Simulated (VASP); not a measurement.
# PbSe (Cmcm) in VASP: notebook, part 2 of 2

VASP 6.6.1. The steps go on from the part before.

## Step 4: Single point, PBE (strained and moved within a subgroup)

INCAR reads:

```
ALGO     = Fast           # electronic algorithm
EDIFF    = 1E-6           # SCF threshold, eV
ENCUT    = 520            # plane-wave cutoff, eV
GGA      = PE             # functional
ISIF     = 2              # what is computed and relaxed
ISMEAR   = 0              # smearing method
LASPH    = True           # aspherical terms in the spheres
LCHARG   = False          # write CHGCAR
LREAL    = False          # projectors in reciprocal space
LWAVE    = False          # write WAVECAR
NBANDS   = 28             # bands
NELM     = 100            # most SCF steps
PREC     = Accurate       # precision mode
SIGMA    = 0.02           # smearing width, eV
```

KPOINTS reads:

```
k-points
0
Gamma
  8 8 6
```

POSCAR reads:

```
PbSe
1.0
    2.0304540157     -5.9530572426      0.0000000000
    2.0304540157      5.9530572426      0.0000000000
    0.0000000000      0.0000000000      4.6569519667
Pb Se
2 2
Direct
    0.6285441979      0.3714558021      0.7498308718
    0.3714558021      0.6285441979      0.2498308718
    0.8551673356      0.1448326644      0.7501691282
    0.1448326644      0.8551673356      0.2501691282
```

Potentials or basis: VASP PAW PBE potentials, release 64 (Pb_d, Se).

Launch:

```sh
$ cat potpaw_PBE.64/Pb_d/POTCAR potpaw_PBE.64/Se/POTCAR > POTCAR
$ mpirun -np 1 vasp_std > vasp.out
```

OUTCAR:

```text
EDIFF = 1E-6
   ENCUT = 520
   GGA = PE
   ISIF = 2
   ISMEAR = 0
   LASPH = True
   LREAL = False
   NELM = 100
   PREC = Accurate

 ion  position               nearest neighbor table
   1  0.629  0.371  0.750-   3 2.70   4 3.09   4 3.09   4 3.10   4 3.10   2 3.85   2 3.85
   2  0.371  0.629  0.250-   4 2.70   3 3.09   3 3.09   3 3.10   3 3.10   1 3.85   1 3.85
   3  0.855  0.145  0.750-   1 2.70   2 3.09   2 3.09   2 3.10   2 3.10
   4  0.145  0.855  0.250-   2 2.70   1 3.09   1 3.09   1 3.10   1 3.10

  LATTYP: Found a base centered orthorhombic cell.
 ALAT       =     4.0609080314
 B/A-ratio  =     2.9318847886
 C/A-ratio  =     1.1467760242

  Lattice vectors:

 A1 = (   2.0304540157,  -5.9530572426,   0.0000000000)
 A2 = (   2.0304540157,   5.9530572426,   0.0000000000)
 A3 = (   0.0000000000,   0.0000000000,   4.6569519667)

Analysis of symmetry for initial positions (statically):
=====================================================================
 Subroutine PRICEL returns:
 Original cell was already a primitive cell.

 Routine SETGRP: Setting up the symmetry group for a
 base centered orthorhombic supercell.

 Subroutine GETGRP returns: Found  4 space group operations
 (whereof  2 operations were pure point group operations)
 out of a pool of  8 trial point group operations.

The static configuration has the point symmetry C_1h.
 The point group associated with its full space group is C_2v.

Analysis of symmetry for dynamics (positions and initial velocities):
=====================================================================
 Subroutine PRICEL returns:
 Original cell was already a primitive cell.

 Routine SETGRP: Setting up the symmetry group for a
 base centered orthorhombic supercell.

 Subroutine GETGRP returns: Found  4 space group operations
 (whereof  2 operations were pure point group operations)
 out of a pool of  8 trial point group operations.

The dynamic configuration has the point symmetry C_1h.
 The point group associated with its full space group is C_2v.

 Subroutine INISYM returns: Found  4 space group operations
 (whereof  2 operations are pure point group operations),
 and found     1 'primitive' translations

----------------------------------------------------------------------------------------

                                     Primitive cell

  volume of cell :     112.5810

  direct lattice vectors                    reciprocal lattice vectors
     2.030454016 -5.953057243  0.000000000     0.246250344 -0.083990457  0.000000000
     2.030454016  5.953057243  0.000000000     0.246250344  0.083990457  0.000000000
     0.000000000  0.000000000  4.656951967     0.000000000  0.000000000  0.214732728

  length of vectors
     6.289803975  6.289803975  4.656951967     0.260179993  0.260179993  0.214732728

  position of ions in fractional coordinates (direct lattice)
     0.628544198  0.371455802  0.749830872
     0.371455802  0.628544198  0.249830872
     0.855167336  0.144832664  0.750169128
     0.144832664  0.855167336  0.250169128

  ion indices of the primitive-cell ions
   primitive index   ion index
                 1           1
                 2           2
                 3           3
                 4           4

----------------------------------------------------------------------------------------

 KPOINTS: k-points

Automatic generation of k-mesh.
 Grid dimensions read from file:
 generate k-points for:    8    8    6

 Generating k-lattice:

  Cartesian coordinates                     Fractional coordinates (reciprocal lattice)
     0.030781293 -0.010498807  0.000000000     0.125000000  0.000000000  0.000000000
     0.030781293  0.010498807  0.000000000     0.000000000  0.125000000  0.000000000
     0.000000000  0.000000000  0.035788788     0.000000000  0.000000000  0.166666667

  Length of vectors
     0.032522499  0.032522499  0.035788788

  Shift w.r.t. Gamma in fractional coordinates (k-lattice)
     0.000000000  0.000000000  0.000000000

 Subroutine IBZKPT returns following result:
 ===========================================

 Found     84 irreducible k-points:

 Following reciprocal coordinates:
            Coordinates               Weight
  0.000000  0.000000  0.000000      1.000000
  0.125000  0.000000  0.000000      4.000000
  0.250000  0.000000  0.000000      4.000000
  0.375000  0.000000  0.000000      4.000000
  0.500000  0.000000  0.000000      2.000000
  0.125000  0.125000  0.000000      2.000000
[... 16 lines left out ...]
  0.125000  0.000000  0.166667      8.000000
  0.250000  0.000000  0.166667      8.000000
 [... further k-points ...]
   k-points           NKPTS =     84   k-points in BZ     NKDIM =     84   number of bands    NBANDS=     28
   number of dos      NEDOS =    301   number of ions     NIONS =      4
   total plane-waves  NPLWV =  82944
   dimension x,y,z NGX =    48 NGY =   48 NGZ =   36
   dimension x,y,z NGXF=    96 NGYF=   96 NGZF=   72
   ions per type =               2   2
   NGX,Y,Z   is equivalent  to a cutoff of  12.69, 12.69, 12.85 a.u.
   NGXF,Y,Z  is equivalent  to a cutoff of  25.37, 25.37, 25.70 a.u.
 SYSTEM =  unknown system
   PREC   = accura    normal or accurate (medium, high low for compatibility)
   ISTART =      0    job   : 0-new  1-cont  2-samecut
   ICHARG =      2    charge: 1-file 2-atom 10-const
   ISPIN  =      1    spin polarized calculation?
   LNONCOLLINEAR =      F non collinear calculations
   LSORBIT =      F    spin-orbit coupling
   LASPH  =      T    aspherical Exc in radial PAW
   ENCUT  =  520.0 eV  38.22 Ry    6.18 a.u.  11.69 11.69  8.66*2*pi/ulx,y,z
   NELM   =    100;   NELMIN=  2; NELMDL= -5     # of ELM steps
   EDIFF  = 0.1E-05   stopping-criterion for ELM
   LREAL  =      F    real-space projection
   EDIFFG = 0.1E-04   stopping-criterion for IOM
   NSW    =      0    number of steps for IOM
   IBRION =     -1    ionic relax: 0-MD 1-quasi-New 2-CG
   NFREE  =      0    steps in history (QN), initial steepest desc. (CG)
   ISIF   =      2    stress and relaxation
   ISYM   =      2    0-nonsym 1-usesym 2-fastsym
   POTIM  = 0.5000    time-step for ionic-motion
   TEBEG  =    0.0;   TEEND  =   0.0 temperature during run
   PSTRESS=    0.0 pullay stress
   NELECT =      40.0000    total number of electrons
   NUPDOWN=      -1.0000    fix difference up-down
   EMIN   =  10.00;   EMAX   =-10.00  energy-range for DOS
   EFERMI =   0.00;   METHOD = LEGACY
   ISMEAR =     0;   SIGMA  =   0.02  broadening in eV -4-tet -1-fermi 0-gaus
   EFERMI_NEDOS =   21; number of points for ismear=-14 and -15
   IALGO  =     68    algorithm
   IMIX   =      4    mixing-type and parameters
     AMIX     =   0.40;   BMIX     =  1.00
     AMIX_MAG =   1.60;   BMIX_MAG =  1.00
  volume/ion in A,a.u.               =      28.15       189.93
  Fermi-wavevector in a.u.,A,eV,Ry     =   1.159506  2.191149 18.292424  1.344455
  Thomas-Fermi vector in A             =   2.296098
   LORBIT       =      0    0 simple, 1 ext, 2 COOP (PROOUT), +10 PAW based schemes
   GGA     = PE    functional components
   LHFCALC =     F    Hartree Fock is set to
   AEXX    =    0.0000 exact exchange contribution
   IVDW    =     0    specifies the selected vdW correction
   LEPSILON=     F    determine dielectric tensor
   LRPA    =     F    only Hartree local field effects (RPA)
 non-spin polarized calculation
 RMM-DIIS sequential band-by-band and
 Gauss-broadening in eV      SIGMA  =   0.02
  energy-cutoff  :      520.00
  volume of cell :      112.58
 maximum number of plane-waves:      3062
   NGX = 23   NGY = 23   NGZ = 17

 number of electron      40.0000000 magnetization

 Free energy of the ion-electron system (eV)
  ---------------------------------------------------
  ext. energy  EPLUGINS =         0.00000000
  ---------------------------------------------------
  free energy    TOTEN  =       -15.98522323 eV

  energy without entropy =      -15.98522323  energy(sigma->0) =      -15.98522323

 E-fermi :   4.8115     XC(G=0):  -9.6321

 val. band max:        4.7188353446   @ k =   0.5000   0.5000   0.3333
 cond. band min:       5.5076065732   @ k =   0.2500   0.1250   0.0000
 fundamental gap:      0.7887712286
 Fermi energy:         4.8114502224

 k-point     1 :       0.0000    0.0000    0.0000
  band No.  band energies     occupation
      1     -11.8187      2.00000
      2     -11.7405      2.00000
      3     -11.7128      2.00000
      4     -11.6869      2.00000
      5     -11.6740      2.00000
      6     -11.6688      2.00000
[... 20 lines left out ...]
     27      10.4377      0.00000
[... 691 lines left out ...]
      6     -11.6648      2.00000
[... 20 lines left out ...]
     27      11.8806      0.00000
     28      12.6160      0.00000

 [... further k-points ...]
[... 5 lines left out ...]
  --------------------------------------------------------------------------------------
  -------------------------------------------------------------------------------------
  Total        2.8363006      4.5260802      0.3266287      0.0000000      0.0000000      0.0000000
  in kB       40.3643405     64.4121586      4.6483623      0.0000000      0.0000000      0.0000000
  external PRESSURE =      36.4749538 kB  Pullay stress =       0.0000000 kB

 VOLUME and BASIS-vectors are now :
 -----------------------------------------------------------------------------
  energy-cutoff  :      520.00
  volume of cell :      112.58
      direct lattice vectors                 reciprocal lattice vectors
     2.030454016 -5.953057243  0.000000000     0.246250344 -0.083990457  0.000000000
     2.030454016  5.953057243  0.000000000     0.246250344  0.083990457  0.000000000
     0.000000000  0.000000000  4.656951967     0.000000000  0.000000000  0.214732728

 POSITION                                       TOTAL-FORCE (eV/Angst)
 -----------------------------------------------------------------------------------
      2.03045     -1.53046      3.49193         0.000000      0.647261     -0.000496
      2.03045      1.53046      1.16345         0.000000     -0.647261     -0.000496
      2.03045     -4.22866      3.49350         0.000000     -0.823578      0.000496
      2.03045      4.22866      1.16503         0.000000      0.823578      0.000496
 -----------------------------------------------------------------------------------
    total drift:                               -0.000000      0.000000     -0.000041

  FREE ENERGIE OF THE ION-ELECTRON SYSTEM (eV)
  ---------------------------------------------------
  free  energy   TOTEN  =       -15.9852232328 eV

  energy  without entropy=      -15.9852232328  energy(sigma->0) =      -15.98522323
```

Run time: 4.1 min. Hardware: 1 thread of AMD EPYC 9R45 (Zen 5), shared host; peak memory 0.39 GiB.

What came out:

```yaml
Free_energy: -15.9852 eV
Pressure: 3.6 GPa
Largest_force: 0.824 eV/Å
Band_gap_on_the_k_mesh: 0.79 eV, indirect (least direct gap 1.07 eV)
```

Forces in eV/Å, atoms in the order of the input:
```
Pb   0.000  0.647  0.000
Pb   0.000 -0.647  0.000
Se   0.000 -0.824  0.000
Se   0.000  0.824  0.000
```

Stress tensor (GPa, compression positive):
```
4.04 0.00 0.00
0.00 6.44 0.00
0.00 0.00 0.46
```

Caveat: spin-orbit coupling is left out, which as a rule narrows the gap of such compounds by several tenths of an eV.

## Step 5: Single point, PBE (strained and moved within the space group)

INCAR reads:

```
ALGO = Fast
EDIFF = 1E-7
ENCUT = 520
GGA = PE
ISIF = 2
ISMEAR = 0
LASPH = True
LCHARG = False
LREAL = False
LWAVE = False
NBANDS = 28
NELM = 100
PREC = Accurate
SIGMA = 0.02
```

KPOINTS is that of step 4.

POSCAR reads:

```
PbSe
1.0
    2.2061195553     -6.3422562020      0.0000000000
    2.2061195553      6.3422562020      0.0000000000
    0.0000000000      0.0000000000      4.5134680540
Pb Se
2 2
Direct
    0.6350686860      0.3649313140      0.7500000000
    0.3649313140      0.6350686860      0.2500000000
    0.8602812671      0.1397187329      0.7500000000
    0.1397187329      0.8602812671      0.2500000000
```

Launch:

```sh
$ cat potpaw_PBE.64/Pb_d/POTCAR potpaw_PBE.64/Se/POTCAR > POTCAR
$ mpirun -np 1 vasp_std > vasp.out
```

It took 7.8 min on 1 thread of AMD EPYC 9R45 (Zen 5), shared host; peak memory 0.43 GiB.

It converged, with:

```yaml
Free_energy: -16.1807 eV
Pressure: -1.4 GPa
Largest_force: 0.125 eV/Å
Band_gap_on_the_k_mesh: 1.19 eV, indirect (least direct gap 1.29 eV)
```

Forces on the atoms (eV/Å):
```
Pb   0.000 -0.125  0.000
Pb   0.000  0.125  0.000
Se   0.000  0.038  0.000
Se   0.000 -0.038  0.000
```

Stress tensor (GPa, compression positive):
```
-1.61  0.00  0.00
 0.00 -1.07  0.00
 0.00  0.00 -1.43
```

Levels at points of the mesh, in eV from the valence-band top:
```
           k point  band 18  band 19  band 20  band 21  band 22  band 23
(0.00, 0.00, 0.00)    -1.33    -1.10    -0.27     4.42     4.55     4.59
(0.50, 0.00, 0.00)    -0.76    -0.37    -0.18     1.54     1.73     2.04
(0.50, 0.50, 0.00)    -1.50    -0.97    -0.49     1.26     4.27     4.49
(0.00, 0.00, 0.50)    -0.75    -0.05    -0.05     1.58     1.58     2.41
(0.50, 0.00, 0.50)    -2.68    -1.15    -1.15     3.23     3.23     5.27
(0.50, 0.50, 0.50)    -0.85    -0.30    -0.30     1.29     1.29     2.76
```

Caveat: spin-orbit coupling is left out, which as a rule narrows the gap of such compounds by several tenths of an eV. A k mesh can miss the band edges.
